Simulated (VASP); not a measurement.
Runs of VASP 6.6.1 on BeSe. The structure is cubic, space group F-43m (No. 216). The conventional cell has a = 5.178 Å, b = 5.178 Å, c = 5.178 Å, α = 90.00°, β = 90.00°, γ = 90.00°. Around Be (site symmetry -43m) lie 4 Se at 2.24 Å. Se (site symmetry -43m) is surrounded by 4 Be at 2.24 Å. The cell was built by a generator and needn't be a form met in nature.

```csv
task,level,cell,cutoff (eV),smearing,gap on the mesh (eV),pressure (GPa),relaxed volume (Å³/atom)
single point,PBE,"F-43m, 17.36 Å³/atom",520,methfessel-paxton 0.1 eV,2.66,0.2,-
relaxation of cell and atoms,PBE,relaxed,600,methfessel-paxton 0.1 eV,2.67,0.0,17.40
relaxation of cell and atoms,PBE,relaxed,600,fermi-dirac 0.1 eV,2.67,0.0,17.40
relaxation of cell and atoms,PBE+D3(BJ),relaxed,600,fermi-dirac 0.1 eV,2.58,0.0,(a)
single point,PBE,"F-43m, 17.36 Å³/atom",520,fermi-dirac 0.1 eV,2.66,0.2,-
```

Alike in all rows: potentials or basis VASP PAW PBE potentials, release 64 (Be, Se); no spin polarisation; k mesh 6 × 6 × 6.

Estimate the missing entries.

(a) 16.72.

A k mesh can miss the band edges, and the runs leave out spin-orbit coupling on Se.
